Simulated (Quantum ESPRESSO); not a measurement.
KCl (Sylvite), 2 atoms in the cell. Symmetry: Fm-3m, No. 225, cubic system. Conventional cell: a = 6.293 Å, b = 6.293 Å, c = 6.293 Å, α = 90.00°, β = 90.00°, γ = 90.00°. K (site symmetry m-3m) is surrounded by 6 Cl at 3.15 Å. Around Cl (site symmetry m-3m) lie 6 K at 3.15 Å. 

```yaml
Program: Quantum ESPRESSO 7.5
Task: single point
Functional: PBE
Potentials_or_basis: SSSP 1.3 efficiency PBE
Cutoff: 816 eV
Density_cutoff: 6531 eV
k_mesh: 7 × 7 × 7
Occupations: fermi-dirac, width 0.05 eV
Spin: no spin polarisation
Mixing_beta: 0.5
Most_SCF_iterations: 120
SCF_threshold: 4e-10 Ry
```

Potentials or basis: SSSP 1.3 efficiency PBE.

Launch:

```sh
$ OMP_NUM_THREADS=1 pw.x -in pw.in > pw.out
$ OMP_NUM_THREADS=1 pp.x -in pp_density.in > pp_density.out
$ OMP_NUM_THREADS=1 pp.x -in pp_potential.in > pp_potential.out
```

Hardware: 1 thread of Intel(R) Xeon(R) Platinum 8259CL CPU @ 2.50GHz (Skylake/Cascade Lake) (shared host).

Problem. Estimate the wall time of this run.

Solution. It took 68 s on 1 thread of Intel(R) Xeon(R) Platinum 8259CL CPU @ 2.50GHz (Skylake/Cascade Lake) (shared host), peak memory 0.33 GiB. Counts: scf iterations 10, bands 14, k points 20, g dense 74825.
